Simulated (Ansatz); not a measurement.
**SiNi: stress in a strained cell**

Aim: deform SiNi (zz strain of +1 %) and compute stress, forces and field gradients with LAPW, PAW and all-electron datasets made for the crystal.

Computed with Ansatz 0.2.0 (DFT PBE, scalar-relativistic, unless a step's input says otherwise).

### Step 1. Starting point

The structure is orthorhombic, space group Pmmn (No. 59). Conventional cell: a = 3.027 Å, b = 3.273 Å, c = 4.698 Å, α = 90.00°, β = 90.00°, γ = 90.00°. Si (site symmetry mm2) is surrounded by 6 Ni at 2.34 to 2.40 Å and 4 Si at 2.68 Å. Ni (site symmetry mm2) is surrounded by 6 Si at 2.34 to 2.40 Å and 4 Ni at 2.67 Å.

As a file:

```
Si Ni
1.0
     3.02662    0.00000    0.00000
     0.00000    3.27350    0.00000
     0.00000    0.00000    4.69776
Si Ni
2 2
Direct
  0.50000 0.50000 0.84230
  0.00000 0.00000 0.15770
  0.50000 0.50000 0.34422
  0.00000 0.00000 0.65578
```

Atoms are numbered in the order of the input: Si1, Si2, Ni3, Ni4.

### Step 2. After the deformation

Space group Pmmn before, Pmmn after.

### Step 3. Full-potential LAPW

File input.yaml:

```yaml
crystal:
  lattice:
    - [3.02662, 0.0, 0.0]
    - [0.0, 3.2735, 0.0]
    - [0.0, 0.0, 4.7447376]
  atoms:
    - { symbol: Si, position: [0.5, 0.5, 0.8423] }
    - { symbol: Si, position: [0.0, 0.0, 0.1577] }
    - { symbol: Ni, position: [0.5, 0.5, 0.34422], spin: 1.5 }
    - { symbol: Ni, position: [0.0, 0.0, 0.65578], spin: 1.5 }
magnetization:
  spin_polarized: true
kpoints:
  mp_grid: { grid: [11, 10, 7] }
  band_path:
    path:
      - [0.0, 0.0, 0.0]
      - [0.5, 0.0, 0.0]
      - [0.5, 0.5, 0.0]
      - [0.0, 0.5, 0.0]
      - [0.0, 0.0, 0.0]
      - [0.0, 0.0, 0.5]
      - [0.5, 0.0, 0.5]
      - [0.5, 0.5, 0.5]
      - [0.0, 0.5, 0.5]
    npoints: 5
scf:
  occupations: { method: fermi_dirac, width: 0.05 }
hamiltonian:
  xc: pbe
  pseudopotentials: { kind: all_electron, lapw: { basis_error: 0.001 } }
output:
  forces: true
  stress: true
  eigenvalues: true
```

Command:

```sh
ansatz run input.yaml --threads 1 --pin off --max-ram 6144MiB --backend cpu --events-out ev --progress --plain --runs-dir out
```

### Step 4. PAW with frozen cores

File input.yaml:

```yaml
crystal:
  lattice:
    - [3.02662, 0.0, 0.0]
    - [0.0, 3.2735, 0.0]
    - [0.0, 0.0, 4.7447376]
  atoms:
    - { symbol: Si, position: [0.5, 0.5, 0.8423] }
    - { symbol: Si, position: [0.0, 0.0, 0.1577] }
    - { symbol: Ni, position: [0.5, 0.5, 0.34422], spin: 1.5 }
    - { symbol: Ni, position: [0.0, 0.0, 0.65578], spin: 1.5 }
magnetization:
  spin_polarized: true
kpoints:
  mp_grid: { grid: [11, 10, 7] }
scf:
  occupations: { method: fermi_dirac, width: 0.05 }
hamiltonian:
  xc: pbe
  pseudopotentials: { kind: paw }
output:
  forces: true
  stress: true
  eigenvalues: true
  efg: { contact_densities: true }
  write_density: true
  write_potential: true
  elf: true
  volumetric_format: npy
```

### Step 5. All-electron PAW on datasets made for the crystal

Edit input.yaml of step 4 so:

```diff
@@ -18,3 +18,3 @@
   xc: pbe
-  pseudopotentials: { kind: paw }
+  pseudopotentials: { kind: all_electron, datasets: crystal }
 output:
@@ -24,5 +24 @@
   efg: { contact_densities: true }
-  write_density: true
-  write_potential: true
-  elf: true
-  volumetric_format: npy
```

(Steps that only read results are left out.)

Before running it: what results should come out? Wanted: pressure; largest shear or deviatoric stress.

**Answer**, as computed:

| quantity | value |
| --- | --- |
| pressure | LAPW -1.09, PAW -1.08, crystal datasets -1.09 GPa |
| largest shear or deviatoric stress (LAPW) | 1.11 GPa |

What this shows: The largest part of the stress beyond the pressure is 1.11 GPa in size, in the zz component; the atoms are carried along and not relaxed. No run of the undeformed cell stands beside it, so the pressure holds what the given cell had before the change. PAW: stress within 0.03 GPa of LAPW, forces within 3 meV/Å. Crystal datasets: stress within 0.01 GPa of LAPW, forces within 1 meV/Å.
